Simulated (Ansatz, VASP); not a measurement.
# InP: VASP beside Ansatz

Aim: how closely do two programs agree when they are given the same cell, functional and k mesh? The cell is taken from a series of VASP runs on this material, whose earlier steps may have relaxed, scaled or displaced it; both programs get it as it stands.

Calculated with Ansatz 0.2.0; plane waves, with VASP 6.6.1 beside it; zone-centre phonons at r2SCAN.

## Step 1: The starting structure

It takes space group F-43m (No. 216, cubic). The conventional cell has a = 5.905 Å, b = 5.905 Å, c = 5.905 Å, α = 90.00°, β = 90.00°, γ = 90.00°. Nearest to In lie 4 P at 2.56 Å. Nearest to P lie 4 In at 2.56 Å. Farther neighbours are not listed.

## Step 2: VASP: zone-centre phonons, r2SCAN

Second derivatives magnify differences that forces hide, and they need a tight electronic threshold.

Lines of VASP's logs that name or quote its potential files are left out, and so is its time.

INCAR

```
SYSTEM = InP
PREC = Accurate
ENCUT = 450
EDIFF = 1E-08
NELM = 100
ISMEAR = 0
SIGMA = 0.03
LREAL = .FALSE.
ALGO = Normal
METAGGA = R2SCAN
LASPH = .TRUE.
NBANDS = 15
LORBIT = 11
LWAVE = .FALSE.
LCHARG = .FALSE.
KPAR = 4
IBRION = 6
NFREE = 2
POTIM = 0.015
NSW = 1
ISIF = 2
```

POSCAR

```
InP
1.0
    0.0000000000      2.9526683347      2.9526683347
    2.9526683347      0.0000000000      2.9526683347
    2.9526683347      2.9526683347      0.0000000000
In P
1 1
Direct
    0.0000000000      0.0000000000      0.0000000000
    0.7500000000      0.7500000000      0.7500000000
```

KPOINTS

```
Automatic mesh
0
Gamma
10 10 10
0 0 0
```

PAW data sets: In_d and P (PBE family, release 64).

On the command line:

```
$ mpirun -np 4 vasp_std
```

Numbers of over 12 decimals in the logs are rounded to 6 here.

Output:

```text
[banner, memory and clock lines left out]
running    4 mpi-ranks, on    1 nodes
 distrk:  each k-point on    1 cores,    4 groups
 distr:  one band on    1 cores,    1 groups

 POSCAR found type information on POSCAR InP
 POSCAR found :  2 types and       2 ions
|                                                                             |
|               ----> ADVICE to this user running VASP <----                  |
|                                                                             |
|     You enforced a specific xc type in the INCAR file but a different       |
|     [... a line on the potential file left out ...]
|     I HOPE YOU KNOW WHAT YOU ARE DOING!                                     |
|                                                                             |

 LDA part: xc-table for (None), standard interpolation
 POSCAR, INCAR and KPOINTS ok, starting setup
 FFT: planning ... GRIDC
 FFT: planning ... GRID_SOFT
 FFT: planning ... GRID
 WAVECAR not read
 entering main loop
       N       E                     dE             d eps       ncg     rms          rms(c)
DAV:   1     0.822931701833E+02    0.82293E+02   -0.78760E+03  1417   0.120E+03
DAV:   2    -0.284463119032E+02   -0.11074E+03   -0.10648E+03  1557   0.299E+02
DAV:   3    -0.356950090458E+02   -0.72487E+01   -0.72127E+01  1823   0.789E+01
DAV:   4    -0.358936250971E+02   -0.19862E+00   -0.19856E+00  1874   0.141E+01
DAV:   5    -0.359035051945E+02   -0.98801E-02   -0.98799E-02  2124   0.255E+00    0.726E+00
DAV:   6    -0.323027823562E+02    0.36007E+01   -0.16846E+00  1795   0.299E+01    0.385E+00
DAV:   7    -0.322872748977E+02    0.15507E-01   -0.26958E-01  1704   0.414E+00    0.242E+00
DAV:   8    -0.322965337997E+02   -0.92589E-02   -0.17414E-02  1858   0.126E+00    0.107E+00
DAV:   9    -0.322980216436E+02   -0.14878E-02   -0.23560E-03  1735   0.404E-01    0.117E-01
DAV:  10    -0.322980318422E+02   -0.10199E-04   -0.36673E-04  1915   0.214E-01    0.150E-01
DAV:  11    -0.322980646238E+02   -0.32782E-04   -0.39453E-05  2004   0.545E-02    0.890E-02
DAV:  12    -0.322980594713E+02    0.51524E-05   -0.42374E-05  1802   0.978E-02    0.626E-02
DAV:  13    -0.322980593113E+02    0.16000E-06   -0.24449E-06  1830   0.115E-02    0.345E-02
DAV:  14    -0.322980593999E+02   -0.88575E-07   -0.14452E-07  1882   0.630E-03    0.171E-02
DAV:  15    -0.322980595754E+02   -0.17549E-06   -0.37862E-07  1914   0.125E-02    0.130E-02
DAV:  16    -0.322980595411E+02    0.34291E-07   -0.30575E-08  1625   0.236E-03    0.719E-03
DAV:  17    -0.322980595820E+02   -0.40893E-07   -0.12763E-08  1230   0.122E-03    0.116E-03
DAV:  18    -0.322980595768E+02    0.52382E-08   -0.25481E-09   880   0.581E-04
   1 F= -.32298060E+02 E0= -.32298060E+02  d E =-.374801E-25
[...]
2 F= -.32297185E+02 E0= -.32297185E+02  d E =-.971574E-23
[...]
3 F= -.32297186E+02 E0= -.32297186E+02  d E =-.975229E-23
[...]
4 F= -.32297179E+02 E0= -.32297179E+02  d E =-.972437E-23
 Finite differences progress:
  Degree of freedom:   2/  2
  Displacement:        1/  2
  Total:               3/  4
 bond charge predicted
       N       E                     dE             d eps       ncg     rms          rms(c)
DAV:   1    -0.322946625174E+02    0.25166E-02   -0.26471E-01  5130   0.224E+00    0.282E-01
DAV:   2    -0.322971322001E+02   -0.24697E-02   -0.21050E-02  6769   0.962E-01    0.831E-02
DAV:   3    -0.322971429237E+02   -0.10724E-04   -0.40619E-04  6091   0.181E-01    0.388E-02
DAV:   4    -0.322971731013E+02   -0.30178E-04   -0.11150E-04  6672   0.964E-02    0.175E-02
DAV:   5    -0.322971781672E+02   -0.50658E-05   -0.19527E-05  6152   0.314E-02    0.879E-03
DAV:   6    -0.322971781957E+02   -0.28505E-07   -0.14129E-06  7512   0.961E-03    0.690E-03
DAV:   7    -0.322971783065E+02   -0.11089E-06   -0.46049E-07  6306   0.543E-03    0.360E-03
DAV:   8    -0.322971782857E+02    0.20812E-07   -0.12578E-07  7260   0.214E-03    0.125E-03
DAV:   9    -0.322971782874E+02   -0.16914E-08   -0.25582E-08  5312   0.926E-04
   5 F= -.32297178E+02 E0= -.32297178E+02  d E =-.971111E-23
 Finite differences progress:
  Degree of freedom:   2/  2
  Displacement:        2/  2
  Total:               4/  4
```

From OUTCAR (step 2):

```text
ion  position               nearest neighbor table
   1  0.000  0.000  0.000-   2 2.56   2 2.56   2 2.56   2 2.56
   2  0.750  0.750  0.750-   1 2.56   1 2.56   1 2.56   1 2.56

  LATTYP: Found a face centered cubic cell.
 ALAT       =     5.9053366694

 Subroutine GETGRP returns: Found 24 space group operations
 (whereof 24 operations were pure point group operations)

The static configuration has the point symmetry T_d .

 Found     47 irreducible k-points:

   k-points           NKPTS =     47   k-points in BZ     NKDIM =     47   number of bands    NBANDS=     15

   dimension x,y,z NGX =    30 NGY =   30 NGZ =   30
   dimension x,y,z NGXF=    60 NGYF=   60 NGZF=   60

   ENCUT  =  450.0 eV  33.07 Ry    5.75 a.u.   7.22  7.22  7.22*2*pi/ulx,y,z

   NELECT =      18.0000    total number of electrons

 k-points in reciprocal lattice and weights: Automatic mesh
   0.00000000  0.00000000  0.00000000       0.001
   0.10000000  0.00000000  0.00000000       0.008
   0.20000000  0.00000000  0.00000000       0.008
   0.30000000  0.00000000  0.00000000       0.008
   0.40000000  0.00000000  0.00000000       0.008
   0.50000000  0.00000000  0.00000000       0.004
   0.10000000  0.10000000  0.00000000       0.006
   0.20000000  0.10000000  0.00000000       0.024
   0.30000000  0.10000000  0.00000000       0.024
[...]
-0.30000000  0.40000000  0.20000000       0.024
  -0.30000000  0.50000000  0.20000000       0.012

 average (electrostatic) potential at core
       1-101.4499       2 -85.9696

 E-fermi :   4.9876

 k-point     1 :       0.0000    0.0000    0.0000
  band No.  band energies     occupation
    ...
      5      -9.6806      2.00000
      6      -7.0777      2.00000
      7       4.7360      2.00000
      8       4.7655      2.00000
      9       4.7932      2.00000
     10       5.8022      0.00000
     11       9.1892      0.00000
     12       9.2056      0.00000
     13       9.2237      0.00000
     14      13.7723      0.00000
    ...

 k-point     2 :       0.1000    0.0000    0.0000
  band No.  band energies     occupation
    ...
      5      -9.6806      2.00000
      6      -6.9608      2.00000
      7       3.6722      2.00000
      8       4.6141      2.00000
      9       4.6544      2.00000
     10       6.5462      0.00000
     11       9.2570      0.00000
     12       9.3849      0.00000
     13       9.4131      0.00000
     14      14.1643      0.00000
    ...

 k-point     3 :       0.2000    0.0000    0.0000
  band No.  band energies     occupation
    ...
      5      -9.6794      2.00000
      6      -6.6263      2.00000
      7       2.1070      2.00000
      8       4.3343      2.00000
      9       4.3780      2.00000
     10       6.8998      0.00000
     11       9.7468      0.00000
     12       9.7951      0.00000
     13       9.9008      0.00000
     14      13.7419      0.00000
    ...

  Total       -0.0046370     -0.0022387     -0.0022387      0.0000000     -0.1136801      0.0000000
  in kB       -0.1443037     -0.0696693     -0.0696693      0.0000000     -3.5376994      0.0000000
  external PRESSURE =      -0.0945474 kB  Pullay stress =       0.0000000 kB

  energy-cutoff  :      450.00
  volume of cell :       51.48
      direct lattice vectors                 reciprocal lattice vectors
     0.000000000  2.952668335  2.952668335    -0.169338355  0.169338355  0.169338355
     2.952668335  0.000000000  2.952668335     0.169338355 -0.169338355  0.169338355
     2.952668335  2.952668335  0.000000000     0.169338355  0.169338355 -0.169338355

 POSITION                                       TOTAL-FORCE (eV/Angst)
 -----------------------------------------------------------------------------------
      0.00000      0.00000      0.00000        -0.117328     -0.000000     -0.000000
      4.41400      4.42900      4.42900         0.117328      0.000000      0.000000
 -----------------------------------------------------------------------------------
    total drift:                                0.000205     -0.000000     -0.000000

  FREE ENERGIE OF THE ION-ELECTRON SYSTEM (eV)
  ---------------------------------------------------
  free  energy   TOTEN  =       -32.2971782874 eV

  energy  without entropy=      -32.2971782874  energy(sigma->0) =      -32.29717829

 Eigenvectors and eigenvalues of the dynamical matrix
 ----------------------------------------------------

   1 f  =    8.849008 THz    55.599959 2PiTHz  295.171144 cm-1    36.596541 meV
             X         Y         Z           dx          dy          dz
      0.000000  0.000000  0.000000    -0.460383    0.000000    0.000000
      4.429003  4.429003  4.429003     0.887720    0.000000    0.000000

   2 f  =    8.849008 THz    55.599959 2PiTHz  295.171144 cm-1    36.596541 meV
             X         Y         Z           dx          dy          dz
      0.000000  0.000000  0.000000     0.000000   -0.460383    0.000000
      4.429003  4.429003  4.429003     0.000000    0.887720    0.000000

   3 f  =    8.849008 THz    55.599959 2PiTHz  295.171144 cm-1    36.596541 meV
             X         Y         Z           dx          dy          dz
      0.000000  0.000000  0.000000     0.000000    0.000000   -0.460383
      4.429003  4.429003  4.429003     0.000000    0.000000    0.887720

   4 f/i=    0.005390 THz     0.033868 2PiTHz    0.179797 cm-1     0.022292 meV
             X         Y         Z           dx          dy          dz
      0.000000  0.000000  0.000000    -0.887720    0.000000    0.000000
      4.429003  4.429003  4.429003    -0.460383    0.000000    0.000000

   5 f/i=    0.005390 THz     0.033868 2PiTHz    0.179797 cm-1     0.022292 meV
             X         Y         Z           dx          dy          dz
      0.000000  0.000000  0.000000     0.000000    0.887720    0.000000
      4.429003  4.429003  4.429003     0.000000    0.460383    0.000000

   6 f/i=    0.005390 THz     0.033868 2PiTHz    0.179797 cm-1     0.022292 meV
             X         Y         Z           dx          dy          dz
      0.000000  0.000000  0.000000     0.000000    0.000000    0.887720
      4.429003  4.429003  4.429003     0.000000    0.000000    0.460383

 ELASTIC MODULI CONTR FROM IONIC RELAXATION (kBar)
 Direction    XX          YY          ZZ          XY          YZ          ZX
 --------------------------------------------------------------------------------
 XX          -0.0000      0.0000      0.0000      0.0000     -0.0000     -0.0000
 YY           0.0000     -0.0000     -0.0000      0.0000      0.0000     -0.0000
 ZZ           0.0000     -0.0000     -0.0000     -0.0000      0.0000     -0.0000
 XY           0.0000      0.0000     -0.0000   -229.1526      0.0000      0.0000
 YZ          -0.0000      0.0000      0.0000      0.0000   -229.1526      0.0000
 ZX          -0.0000     -0.0000     -0.0000      0.0000      0.0000   -229.1526
 --------------------------------------------------------------------------------

 total charge
# of ion       s       p       d       tot
------------------------------------------
    1        0.816   0.782   9.901  11.498
    2        1.019   1.504   0.000   2.522
--------------------------------------------------
tot          1.834   2.285   9.901  14.020

[... 3 further parts left out ...]
```

CONTCAR:

```
InP
   1.00000000000000
     0.0000000000000000    2.9526683346999998    2.9526683346999998
     2.9526683346999998    0.0000000000000000    2.9526683346999998
     2.9526683346999998    2.9526683346999998    0.0000000000000000
  In              P
     1     1
Direct
     0.0000000000000000    0.0000000000000000    0.0000000000000000
     0.7525400753318139    0.7474599246681859    0.7474599246681858
```

## Step 3: Ansatz: zone-centre phonons, r2SCAN

Ansatz runs on its default PAW (the set named soft_2) files.

The same cell, functional, mesh and smearing now go to Ansatz, which takes its cutoff from its data sets.

input.yaml

```yaml
crystal:
  lattice:
    - [0.0, 2.9526683347, 2.9526683347]
    - [2.9526683347, 0.0, 2.9526683347]
    - [2.9526683347, 2.9526683347, 0.0]
  atoms:
    - { symbol: In, position: [0.0, 0.0, 0.0] }
    - { symbol: P, position: [0.75, 0.75, 0.75] }
hamiltonian:
  xc: r2scan
  pseudopotentials: { kind: paw }
kpoints:
  mp_grid: { grid: [10, 10, 10] }
scf:
  occupations: { method: gaussian, width: 0.03 }
phonons:
  method: dfpt
  qpoints: [[0, 0, 0]]
```

On the command line:

```
$ ansatz run input.yaml --threads 4 --pin off --max-ram 9216MiB --backend cpu --events-out ev --progress --plain --runs-dir out
```

Output:

```text
Engine: ansatz 0.2.0, aarch64-unknown-linux-gnu
Pseudopotentials: kind: paw
Pseudopotential: In, paw, valence charge 13, recommended cutoff 500 eV (meta_gga), In.paw.azcp
Pseudopotential: P, paw, valence charge 5, recommended cutoff 500 eV (meta_gga), P.paw.azcp
Functional definition: r2SCAN
  parameter k0 = 0.174
  parameter k1 = 0.065
  parameter a1 = 4.9479
  exchange = r2scan_x(k0 = k0, k1 = k1, a1 = a1)
  correlation = r2scan_c
Crystal: 2 atoms, lattice volume = 51.484 Å³
Basis set: ecut = 500 eV, 1291 PW (Γ), exchange–correlation on 160×160×160 points (125 copies of the dense FFT grid, shifted against one another)
Bands: 13, of which v1, the nominal top of the filled ones, is band 9 counted from 1 (8 counted from 0)
Symmetry: 24 space group operations
k-points: 171 of 1000 (irreducible under 4 space group operations, time reversal used)
Non-local potential: In, projectors of the file, l = 0: 2, l = 1: 2, l = 2: 2, l = 3: 2
Non-local potential: P, projectors of the file, l = 0: 2, l = 1: 2, l = 2: 2
PAW form: soft (Blöchl's): semilocal exchange-correlation on the pseudo side does not see the compensation charge
PAW frozen core: In, regenerated for the run's functional (the file was generated under x = pbe(κ = 0.804, μ = 0.219515), c = pbe(β = 0.066725))
PAW frozen core: P, regenerated for the run's functional (the file was generated under x = pbe(κ = 0.804, μ = 0.219515), c = pbe(β = 0.066725))
PAW one-centre angular grid: In, 590 points (default); XC on 289 of its mesh's 2783 points in the sphere
PAW one-centre angular grid: P, 302 points (default); XC on 160 Gauss nodes
Initial density: superposition of atomic densities (neutral atoms: chi_scale 0, normalization atom), corrected by the library's trained network
Initial wavefunctions: pseudopotential atomic-orbital guess
Functional: x = r2scan, c = r2scan; τ floored in thin density (d = 2e-4 eV/Å³)
SCF iter   1: F=—  HF=-6371.732786 eV  |F-HF|=—  |Δ(HF+E_count)|=         —  Δρ=6.89e-3  dr2=1.89e-2  dr2_τ=1.03e-2  ethr=1.77e-3  ⟨swp⟩=6.1  Hψ=15335  notcnv=0
preconditioner: auto → none  [insulator: Δε(μ)=0.974 eV  Ē_g=15.468 eV  σ=0.030 eV  W_gap=1.00  n_scr=14 (ndim 8)  ℏωp=22.0 eV  f_vac=0.023  D(μ)=0.00/eV (n_scr^D=0)  ε∞_Penn≈3.0]
SCF iter   2: F=—  HF=-6371.739330 eV  |F-HF|=—  |Δ(HF+E_count)|=   6.54e-3  Δρ=1.81e-3  dr2=2.06e-3  dr2_τ=1.20e-4  ethr=1.05e-4  ⟨swp⟩=3.0  Hψ=6446  notcnv=0
SCF iter   3: F=—  HF=-6371.739274 eV  |F-HF|=—  |Δ(HF+E_count)|=   5.56e-5  Δρ=1.08e-3  dr2=3.68e-4  dr2_τ=1.09e-5  ethr=1.14e-5  ⟨swp⟩=3.0  Hψ=3820  notcnv=0
SCF iter   4: F=—  HF=-6371.739370 eV  |F-HF|=—  |Δ(HF+E_count)|=   9.57e-5  Δρ=3.71e-4  dr2=4.30e-5  dr2_τ=7.81e-7  ethr=2.05e-6  ⟨swp⟩=1.8  Hψ=2580  notcnv=0
SCF iter   5: F=—  HF=-6371.739375 eV  |F-HF|=—  |Δ(HF+E_count)|=   5.43e-6  Δρ=5.64e-5  dr2=9.50e-7  dr2_τ=2.60e-8  ethr=2.39e-7  ⟨swp⟩=2.2  Hψ=3633  notcnv=0
SCF iter   6: F=—  HF=-6371.739377 eV  |F-HF|=—  |Δ(HF+E_count)|=   1.56e-6  Δρ=9.34e-6  dr2=2.92e-8  dr2_τ=1.09e-9  ethr=5.28e-9  ⟨swp⟩=3.0  Hψ=3807  notcnv=0
SCF iter   7: F=—  HF=-6371.739377 eV  |F-HF|=—  |Δ(HF+E_count)|=   1.67e-8  Δρ=1.21e-6  dr2=9.56e-10  dr2_τ=7.58e-11  ethr=1.62e-10  ⟨swp⟩=3.0  Hψ=4034  notcnv=0
SCF iter   8: F=—  HF=-6371.739377 eV  |F-HF|=—  |Δ(HF+E_count)|=  2.77e-10  Δρ=2.38e-7  dr2=4.53e-11  dr2_τ=1.19e-12  ethr=5.31e-12  ⟨swp⟩=3.0  Hψ=4096  notcnv=0
SCF iter   9: F=-6371.739377 eV  HF=-6371.739377 eV  |F-HF|=9.09e-13  |Δ(HF+E_count)|=  1.46e-11  Δρ=2.20e-8  dr2=4.60e-13  dr2_τ=8.33e-15  ethr=1.00e-12  ⟨swp⟩=7.7  Hψ=12487  notcnv=0
SCF 1 converged in 9 iterations: F = -6371.739377 eV  dr2 = 4.60e-13
  greatest PAW one-centre occupation: 0.981 electrons in one spin orbital (limit 2), on the In atom at site 0 (counted from 0), in its partial waves of l = 2
DFPT response loops at Γ: preconditioner auto → none (the input reference at scf.mixing.eps_inf says where Resta's filter doesn't serve); β = 0.50; Broyden in place of MSR1
SCF converged after 9 iterations
Free energy (F): -6371.739377 eV
Harris-Foulkes:  -6371.739377 eV  (|F-HF|=9.09e-13)
Internal energy: -6371.739377 eV  (E = F + TS)
E sigma→0 (E₀):  -6371.739377 eV
Fermi energy:    7.049242 eV
--- Per-component energies (eV) ---
  E_band       = -65.855838
  E_kinetic    = 312.680820
  E_local      = -1413.299446  (includes V_loc(G=0)·N_el)
  E_nonlocal   = 401.511971
  E_hartree    = 558.181130
  E_xc         = -258.770279
  E_vxc        = -170.918049  (∫ρ·V_xc dr)
  E_paw        = -4761.374952  (= ΣΔE_a)
  E_vpaw       = -322.406524  (= ΣTr[D̂ρ^β])
  E_aug_tail   = 0.000008  (compensation charges beyond the density's cutoff)
  E_vtau       = 10.213122  (kinetic-family band-sum trace: ∫τ·v_τ [+ j·A + Jᵃ·Aᵃ] dr)
  E_ewald      = -1211.543332
  E_core_change = 0.874704  (= ΣΔE_core)
  E_smearing   = -0.000000  (= −TS)
  E_closure    = -0.000000  (closes the sum)
  Σ components = -6371.739377   (vs F -6371.739377, Δ=0.00e0)
--- Band table (eV; the first three rows and the last of 171) ---
  k-point 0: bands = [... 5 lower, -5.3095, 6.5322, 6.5322, 6.5322, 7.5654, 10.9588, 10.9588, 10.9588]
  k-point 1: bands = [... 5 lower, -5.1928, 5.4220, 6.4095, 6.4095, 8.3103, 11.0226, 11.1475, 11.1475]
  k-point 2: bands = [... 5 lower, -4.8585, 3.8551, 6.1286, 6.1286, 8.6705, 11.5262, 11.5262, 11.6619]
  k-point 170: bands = [... 5 lower, -2.9473, 0.9656, 3.3583, 4.0870, 10.7666, 11.3024, 12.3953, 13.7408]
--- Phonons (Γ-DFPT): 2 representative perturbations + reference, on 171 of 1000 k-points (Σ response iterations 12) ---
  k mesh reduced under 4 symmetry operations, with k and −k counted as one. Each operation leaves every solved perturbation unchanged. A smaller set is not considered because the functional reads the kinetic-energy density
  ASR residual: 7.277e-5 → 0.000e0 eV/Å²; symmetrization residual: 1.906e-5 eV/Å²
  ASR residual per site (eV/Å²): 2.95e-5 7.28e-5
  Γ frequencies (cm⁻¹): 0.00 0.00 0.00 296.28 296.28 296.28
  non-analytic LO–TO correction: not included (Born effective charges unavailable; polar crystals: no LO–TO splitting at Γ)
--- Phonons (arbitrary-q DFPT): 1 explicit q-point ---
  q = [0, 0, 0] (of the zone-centre solve; hermiticity 4.84e-6, symmetrization 1.15e-13): -0.00 0.00 0.00 296.28 296.28 296.28
  sum rule: each row above includes the acoustic sum rule's correction from the zone centre's row sums; it moved no ω² by more than (0.80 cm⁻¹)²
```

The job ended after 38 s (4 threads of Arm Neoverse V1, shared host; peak memory 1.5 GiB; 2.4 min of CPU time).

## Step 4: Side by side

Known differences besides the potentials themselves: VASP keeps PBE cores, Ansatz makes them for the functional; the cutoff is 500 eV in Ansatz and 450 eV in VASP; VASP uses finite displacements, Ansatz perturbation theory. Total energies have different zeros and are not compared.

The two programs side by side:

| quantity | Ansatz | VASP | difference |
| --- | --- | --- | --- |
| optical mode 1 to 3 (cm⁻¹) | 296.3 | 295.2 | +0.38 % |

Modes are paired by rising frequency and degeneracy, not by their patterns, so a pair may still set unlike modes beside each other.

## Step 5: Summary of results

```
r.m.s. difference of the optical zone-centre modes, each program's sorted by frequency (zone-centre phonons, r2SCAN) : 1.1 cm⁻¹
```

In words: The r.m.s. difference of the optical zone-centre modes, each program's sorted by frequency is 1.1 cm⁻¹ (zone-centre phonons, r2SCAN). Such differences can come from data sets, numerical settings and the points named under the comparisons, not from the functional's error against experiment.

[Lines on the potential files, build, host, timing and source positions are cut from VASP's logs without a mark.]

[Logs are printed without paths, hosts, clocks, repeated set-up lines and the standing remarks that a program may print on its own settings, such as how far it seeks lower states.]

[Hosts, paths, dates, database ids (printed as entryN), source tags and the programs' standing remarks are cut or masked in the printed files.]
